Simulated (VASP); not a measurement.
CdSe:

```xyz
2
Lattice="0.0000 3.0703 3.0703 3.0703 0.0000 3.0703 3.0703 3.0703 0.0000" Properties=species:S:1:pos:R:3 pbc="T T T"
Cd    0.0000    0.0000    0.0000
Se    4.6054    4.6054    4.6054
```

Measurements of this composition are mostly on another form, of space group No. 186.

- Program: VASP 6.6.1
- Task: relaxation of cell and atoms
- Functional: PBEsol
- Potentials or basis: VASP PAW PBE potentials, release 64 (Cd, Se)
- Cutoff: 600 eV
- k mesh: 8 × 8 × 8
- Occupations: gaussian, width 0.03 eV
- Spin: no spin polarisation

At the start: pressure -1.1 GPa; volume 28.94 Å³/atom.

Question: How do energy, volume and symmetry change on relaxing?

Answer: Over 3 steps the energy falls by 2.5 meV/atom and the volume is 28.27 Å³/atom (-2.3 %); space group F-43m (No. 216, to 0.05 Å).

Step by step:
| step | energy change (eV) | largest force (eV/Å) | pressure (GPa) | volume (Å³) |
| --- | --- | --- | --- | --- |
| 1 | 0.0000 | 0.0000 | -1.15 | 57.88 |
| 2 | -0.0045 | 0.0000 | 0.33 | 56.16 |
| 3 | -0.0049 | 0.0000 | 0.02 | 56.53 |

Final structure:
```
CELL_PARAMETERS angstrom
0.00000 3.04621 3.04621
3.04621 0.00000 3.04621
3.04621 3.04621 0.00000
ATOMIC_POSITIONS crystal
Cd 0.00000 0.00000 0.00000
Se 0.75000 0.75000 0.75000
```

Caveat: the PAW data sets were made with another functional, which shifts forces and pressure a little.
